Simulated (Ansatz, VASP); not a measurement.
# Au in VASP and in Ansatz

```xyz
1
Lattice="2.5168 0.0000 0.0000 0.0000 2.5168 0.0000 0.0000 0.0000 2.5168" Properties=species:S:1:pos:R:3 pbc="T T T"
Au    0.0000    0.0000    0.0000
```

Change from the starting cell: volume scaled by 0.84, LAPW.

Alike in both runs: task single point; functional LDA; k mesh 14 × 14 × 14; occupations fermi-dirac, width 0.05 eV; no spin polarisation.

|  | VASP | Ansatz |
| --- | --- | --- |
| version | VASP 6.6.1 | Ansatz 0.2.0 |
| potentials or method | VASP PAW LDA potentials, release 64 (Au), cutoff 520 eV | all-electron LAPW, scalar-relativistic |

```csv
,VASP,Ansatz,Ansatz less VASP
pressure (GPa),42.8,42.1,-0.79
```

Ansatz ran all-electron here, so the differences hold the error of VASP's frozen core and of both bases.

Caveats: so large a pressure means that the cell lies far from this level's equilibrium, or that cutoff or potentials fall short (VASP). The runs have no spin-orbit coupling, so splittings on Au are missing.
